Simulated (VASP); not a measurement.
Wanted: the native input for a VASP 6.6.1 run.

* Task: relaxation of cell and atoms
* Functional: LDA
* Potentials or basis: VASP PAW LDA potentials, release 64 (K_sv, Br)
* Cutoff: 600 eV
* k mesh: 8 × 8 × 8
* Occupations: gaussian, width 0.03 eV
* Spin: no spin polarisation
* Further INCAR settings: ALGO = Normal; EDIFF = 1e-07; IBRION = 2; EDIFFG = -0.005; NSW = 90; ISIF = 3

The structure of KBr lies in POSCAR:

```
KBr                                     
1.0
    0.0000000000      3.1909146434      3.1909146434
    3.1909146434      0.0000000000      3.1909146434
    3.1909146434      3.1909146434      0.0000000000
  K               Br            
     1     1
Direct
     1.0000000000000000    0.0000000000000000    0.0000000000000000
     0.5000000000000000    0.5000000000000000    0.5000000000000000
```

The input as run:

INCAR

```
SYSTEM = KBr
  ALGO = Normal
  EDIFF = 1E-7
  EDIFFG = -0.005
  ENCUT = 600
  IBRION = 2
  ISIF = 3
  ISMEAR = 0
  LASPH = .TRUE.
  LCHARG = .FALSE.
  LREAL = .FALSE.
  LWAVE = .FALSE.
  NELM = 80
  NSW = 90
  PREC = Accurate
  SIGMA = 0.03
```

KPOINTS

```
k-points
0
G
  8 8 8
  0 0 0
```

Potentials or basis: VASP PAW LDA potentials, release 64 (K_sv, Br).

Command:

```sh
$ cat potpaw_LDA.64/K_sv/POTCAR potpaw_LDA.64/Br/POTCAR > POTCAR
$ mpirun -np 1 vasp_std > vasp.out
```

Results of the run:

The pressure after relaxing is 0.0 GPa and the band gap on the k mesh is 4.32 eV, direct.

Caveat: the relaxation stopped at its first step, so nothing moved.

Run time: 12 s on 1 thread of Intel(R) Xeon(R) Platinum 8488C (Sapphire Rapids), with other jobs on the host, peak memory 0.18 GiB.
